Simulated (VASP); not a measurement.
# GaN (F-43m) in VASP: notebook

Runs on GaN. Level: PBE. Tasks: relaxation of cell and atoms.

Program: VASP 6.6.1. These are calculated values, not measurements. Logs are shortened: lines on timing, memory, paths and dates and some standing lists are left out, and cuts for length are marked.

**1. Starting point**

Symmetry: F-43m, No. 216, cubic system. Conventional cell: a = 4.507 Å, b = 4.507 Å, c = 4.507 Å, α = 90.00°, β = 90.00°, γ = 90.00°. Around Ga (site symmetry -43m) lie 4 N at 1.95 Å. N (site symmetry -43m) is surrounded by 4 Ga at 1.95 Å.

The cell is a database's computed one.

**2. Relaxation of cell and atoms, PBE**

Input file INCAR:

```
SYSTEM = GaN
  ALGO = Normal
  EDIFF = 1E-6
  EDIFFG = -0.01
  ENCUT = 600
  GGA = PE
  IBRION = 2
  ISIF = 3
  ISMEAR = 0
  LASPH = .TRUE.
  LCHARG = .FALSE.
  LREAL = .FALSE.
  LWAVE = .FALSE.
  NELM = 80
  NSW = 90
  PREC = Accurate
  SIGMA = 0.03
```

Input file KPOINTS:

```
k-points
0
G
  10 10 10
  0 0 0
```

Input file POSCAR:

```
GaN
1.0
    0.0000000000      2.2535006100      2.2535006100
    2.2535006100      0.0000000000      2.2535006100
    2.2535006100      2.2535006100      0.0000000000
Ga N
1 1
Direct
    0.0000000000      0.0000000000      0.0000000000
    0.7500000000      0.7500000000      0.7500000000
```

Potentials or basis: VASP PAW PBE potentials, release 64 (Ga_d, N).

On the command line:

```sh
$ cat potpaw_PBE.64/Ga_d/POTCAR potpaw_PBE.64/N/POTCAR > POTCAR
$ mpirun -np 1 vasp_std > vasp.out
```

OUTCAR:

```text
SYSTEM = GaN
   EDIFF = 1E-6
   EDIFFG = -0.01
   ENCUT = 600
   GGA = PE
   IBRION = 2
   ISIF = 3
   ISMEAR = 0
   LASPH = .TRUE.
   LREAL = .FALSE.
   NELM = 80
   NSW = 90
   PREC = Accurate

 ion  position               nearest neighbor table
   1  0.000  0.000  0.000-   2 1.95   2 1.95   2 1.95   2 1.95
   2  0.750  0.750  0.750-   1 1.95   1 1.95   1 1.95   1 1.95

  LATTYP: Found a face centered cubic cell.
 ALAT       =     4.5070012200

  Lattice vectors:

 A1 = (   0.0000000000,   2.2535006100,   2.2535006100)
 A2 = (   2.2535006100,   0.0000000000,   2.2535006100)
 A3 = (   2.2535006100,   2.2535006100,   0.0000000000)

Analysis of symmetry for initial positions (statically):
=====================================================================
 Subroutine PRICEL returns:
 Original cell was already a primitive cell.

 Routine SETGRP: Setting up the symmetry group for a
 face centered cubic supercell.

 Subroutine GETGRP returns: Found 24 space group operations
 (whereof 24 operations were pure point group operations)
 out of a pool of 48 trial point group operations.

The static configuration has the point symmetry T_d .

Analysis of symmetry for dynamics (positions and initial velocities):
=====================================================================
 Subroutine PRICEL returns:
 Original cell was already a primitive cell.

 Routine SETGRP: Setting up the symmetry group for a
 face centered cubic supercell.

 Subroutine GETGRP returns: Found 24 space group operations
 (whereof 24 operations were pure point group operations)
 out of a pool of 48 trial point group operations.

The dynamic configuration has the point symmetry T_d .

 Subroutine INISYM returns: Found 24 space group operations
 (whereof 24 operations are pure point group operations),
 and found     1 'primitive' translations

----------------------------------------------------------------------------------------

                                     Primitive cell

  volume of cell :      22.8877

  direct lattice vectors                    reciprocal lattice vectors
     0.000000000  2.253500610  2.253500610    -0.221877020  0.221877020  0.221877020
     2.253500610  0.000000000  2.253500610     0.221877020 -0.221877020  0.221877020
     2.253500610  2.253500610  0.000000000     0.221877020  0.221877020 -0.221877020

  length of vectors
     3.186931125  3.186931125  3.186931125     0.384302272  0.384302272  0.384302272

  position of ions in fractional coordinates (direct lattice)
     0.000000000  0.000000000  0.000000000
     0.750000000  0.750000000  0.750000000

  ion indices of the primitive-cell ions
   primitive index   ion index
                 1           1
                 2           2

----------------------------------------------------------------------------------------

 KPOINTS: k-points

Automatic generation of k-mesh.
 Grid dimensions read from file:
 generate k-points for:   10   10   10

 Generating k-lattice:

  Cartesian coordinates                     Fractional coordinates (reciprocal lattice)
    -0.022187702  0.022187702  0.022187702     0.100000000  0.000000000  0.000000000
     0.022187702 -0.022187702  0.022187702     0.000000000  0.100000000  0.000000000
     0.022187702  0.022187702 -0.022187702     0.000000000  0.000000000  0.100000000

  Length of vectors
     0.038430227  0.038430227  0.038430227

  Shift w.r.t. Gamma in fractional coordinates (k-lattice)
     0.000000000  0.000000000  0.000000000

 Subroutine IBZKPT returns following result:
 ===========================================

 Found     47 irreducible k-points:

 Following reciprocal coordinates:
            Coordinates               Weight
  0.000000  0.000000  0.000000      1.000000
  0.100000  0.000000  0.000000      8.000000
  0.200000  0.000000  0.000000      8.000000
  0.300000  0.000000  0.000000      8.000000
  0.400000  0.000000  0.000000      8.000000
  0.500000  0.000000  0.000000      4.000000
[... 16 lines left out ...]
  0.300000  0.300000  0.000000      6.000000
  0.400000  0.300000  0.000000     24.000000
 [... further k-points ...]
   k-points           NKPTS =     47   k-points in BZ     NKDIM =     47   number of bands    NBANDS=     13
   number of dos      NEDOS =    301   number of ions     NIONS =      2
   total plane-waves  NPLWV =  21952
   dimension x,y,z NGX =    28 NGY =   28 NGZ =   28
   dimension x,y,z NGXF=    56 NGYF=   56 NGZF=   56
   ions per type =               1   1
   NGX,Y,Z   is equivalent  to a cutoff of  14.61, 14.61, 14.61 a.u.
   NGXF,Y,Z  is equivalent  to a cutoff of  29.21, 29.21, 29.21 a.u.
 SYSTEM =  GaN
   PREC   = accura    normal or accurate (medium, high low for compatibility)
   ISTART =      0    job   : 0-new  1-cont  2-samecut
   ICHARG =      2    charge: 1-file 2-atom 10-const
   ISPIN  =      1    spin polarized calculation?
   LNONCOLLINEAR =      F non collinear calculations
   LSORBIT =      F    spin-orbit coupling
   LASPH  =      T    aspherical Exc in radial PAW
   ENCUT  =  600.0 eV  44.10 Ry    6.64 a.u.   6.37  6.37  6.37*2*pi/ulx,y,z
   NELM   =     80;   NELMIN=  2; NELMDL= -5     # of ELM steps
   EDIFF  = 0.1E-05   stopping-criterion for ELM
   LREAL  =      F    real-space projection
   EDIFFG = -.1E-01   stopping-criterion for IOM
   NSW    =     90    number of steps for IOM
   IBRION =      2    ionic relax: 0-MD 1-quasi-New 2-CG
   NFREE  =      1    steps in history (QN), initial steepest desc. (CG)
   ISIF   =      3    stress and relaxation
   ISYM   =      2    0-nonsym 1-usesym 2-fastsym
   POTIM  = 0.5000    time-step for ionic-motion
   TEBEG  =    0.0;   TEEND  =   0.0 temperature during run
   PSTRESS=    0.0 pullay stress
   NELECT =      18.0000    total number of electrons
   NUPDOWN=      -1.0000    fix difference up-down
   EMIN   =  10.00;   EMAX   =-10.00  energy-range for DOS
   EFERMI =   0.00;   METHOD = LEGACY
   ISMEAR =     0;   SIGMA  =   0.03  broadening in eV -4-tet -1-fermi 0-gaus
   EFERMI_NEDOS =   21; number of points for ismear=-14 and -15
   IALGO  =     38    algorithm
   IMIX   =      4    mixing-type and parameters
     AMIX     =   0.40;   BMIX     =  1.00
     AMIX_MAG =   1.60;   BMIX_MAG =  1.00
  volume/ion in A,a.u.               =      11.44        77.23
  Fermi-wavevector in a.u.,A,eV,Ry     =   1.511117  2.855596 31.068543  2.283473
  Thomas-Fermi vector in A             =   2.621216
   LORBIT       =      0    0 simple, 1 ext, 2 COOP (PROOUT), +10 PAW based schemes
   GGA     = PE    functional components
   LHFCALC =     F    Hartree Fock is set to
   AEXX    =    0.0000 exact exchange contribution
   IVDW    =     0    specifies the selected vdW correction
   LEPSILON=     F    determine dielectric tensor
   LRPA    =     F    only Hartree local field effects (RPA)
 conjugate gradient relaxation of ions
 non-spin polarized calculation
 Gauss-broadening in eV      SIGMA  =   0.03
  energy-cutoff  :      600.00
  volume of cell :       22.89
 maximum number of plane-waves:       785
 NGX is ok and might be reduce to    28
   NGX = 13   NGY = 13   NGZ = 13

--------------------------------------- Ionic step        1  -------------------------------------------

 number of electron      18.0000005 magnetization

 Free energy of the ion-electron system (eV)
  ---------------------------------------------------
  ext. energy  EPLUGINS =         0.00000000
  ---------------------------------------------------
  free energy    TOTEN  =       -12.14469597 eV

  energy without entropy =      -12.14469597  energy(sigma->0) =      -12.14469597

------------------------ aborting loop because EDIFF is reached ----------------------------------------

  FORCE on cell =-STRESS in cart. coord.  units (eV):
  Direction    XX          YY          ZZ          XY          YZ          ZX
  --------------------------------------------------------------------------------------
  -------------------------------------------------------------------------------------
  Total        0.7031364      0.7031364      0.7031364     -0.0000000      0.0000000      0.0000000
  in kB       49.2206245     49.2206245     49.2206245     -0.0000000      0.0000000      0.0000000
  external PRESSURE =      49.2206245 kB  Pullay stress =       0.0000000 kB
[... 57 lines left out ...]
  energy  without entropy=      -12.1475744753  energy(sigma->0) =      -12.14757448

--------------------------------------- Ionic step        3  -------------------------------------------

 number of electron      18.0000002 magnetization

 Free energy of the ion-electron system (eV)
  ---------------------------------------------------
  ext. energy  EPLUGINS =         0.00000000
  ---------------------------------------------------
  free energy    TOTEN  =       -12.15416605 eV

  energy without entropy =      -12.15416605  energy(sigma->0) =      -12.15416605

 E-fermi :   5.1650     XC(G=0): -11.5215

 val. band max:        4.9887968063   @ k =   0.0000   0.0000   0.0000
 cond. band min:       6.5370909291   @ k =   0.0000   0.0000   0.0000
 fundamental gap:      1.5482941228
 Fermi energy:         5.1649847230

 k-point     1 :       0.0000    0.0000    0.0000
  band No.  band energies     occupation
      1     -10.7161      2.00000
      2      -8.4335      2.00000
      3      -8.4335      2.00000
      4      -8.4335      2.00000
      5      -8.1405      2.00000
      6      -8.1405      2.00000
      7       4.9888      2.00000
      8       4.9888      2.00000
      9       4.9888      2.00000
     10       6.5371      0.00000
     11      15.1197      0.00000
     12      15.1197      0.00000
     13      15.1197      0.00000
[... 353 lines left out ...]
 k-point    24 :       0.4000    0.3000    0.0000
  band No.  band energies     occupation
      1      -9.8377      2.00000
      2      -8.3096      2.00000
      3      -8.2270      2.00000
      4      -8.2268      2.00000
      5      -8.0845      2.00000
      6      -7.1840      2.00000
      7       0.0290      2.00000
      8       2.6001      2.00000
      9       2.9144      2.00000
     10       9.4038      0.00000
     11      11.9354      0.00000
     12      15.6610      0.00000
     13      17.6059      0.00000

 [... further k-points ...]
[... 5 lines left out ...]
  --------------------------------------------------------------------------------------
  -------------------------------------------------------------------------------------
  Total       -0.0121544     -0.0121544     -0.0121544     -0.0000000      0.0000000     -0.0000000
  in kB       -0.8279147     -0.8279147     -0.8279147     -0.0000000      0.0000000     -0.0000000
  external PRESSURE =      -0.8279147 kB  Pullay stress =       0.0000000 kB
[... 17 lines left out ...]
  FREE ENERGIE OF THE ION-ELECTRON SYSTEM (eV)
  ---------------------------------------------------
  free  energy   TOTEN  =       -12.1541660477 eV

  energy  without entropy=      -12.1541660477  energy(sigma->0) =      -12.15416605

 reached required accuracy - stopping structural energy minimisation
```

Run time: 43 s. Hardware: 1 thread of Intel Xeon Platinum 8488C (Sapphire Rapids), shared host; peak memory 0.18 GiB.

Results:

```yaml
Free_energy: -12.1542 eV
Relaxed_volume: 11.76 Å³/atom
Relaxed_cell: a = 3.216 Å, b = 3.216 Å, c = 3.216 Å, α = 60.00°, β = 60.00°, γ = 60.00°
Space_group_after_relaxing_to_0.05_Å: F-43m (No. 216)
Energy_gained_by_relaxing: 4.7 meV/atom
Ionic_steps: 3
Pressure_after_relaxing: -0.1 GPa
Band_gap_on_the_k_mesh: 1.55 eV, direct
```

Step by step:
| step | energy change (eV) | largest force (eV/Å) | pressure (GPa) | volume (Å³) |
| --- | --- | --- | --- | --- |
| 1 | 0.0000 | 0.0000 | 4.92 | 22.89 |
| 2 | -0.0029 | 0.0000 | -3.73 | 24.07 |
| 3 | -0.0095 | 0.0000 | -0.08 | 23.52 |

Final structure:
```yaml
crystal:
  lattice:
    - [0.00000, 2.27410, 2.27410]
    - [2.27410, 0.00000, 2.27410]
    - [2.27410, 2.27410, 0.00000]
  atoms:
    - { symbol: Ga, position: [0.00000, 0.00000, 0.00000] }
    - { symbol: N, position: [0.75000, 0.75000, 0.75000] }
```

Levels at points of the mesh, in eV from the valence-band top:
| k point | band 6 | band 7 | band 8 | band 9 | band 10 | band 11 | band 12 | band 13 |
| --- | --- | --- | --- | --- | --- | --- | --- | --- |
| (0.00, 0.00, 0.00) | -13.13 | 0.00 | 0.00 | 0.00 | 1.55 | 10.13 | 10.13 | 10.13 |
| (0.50, 0.00, 0.00) | -11.88 | -6.86 | -0.93 | -0.93 | 4.45 | 8.59 | 10.22 | 10.22 |
| (0.50, 0.50, 0.00) | -11.45 | -6.01 | -2.61 | -2.61 | 3.34 | 6.50 | 11.52 | 13.67 |

Expect the measured gap to be larger: semilocal functionals such as PBE lack the derivative discontinuity.

(Continued in part 2 of 2.)
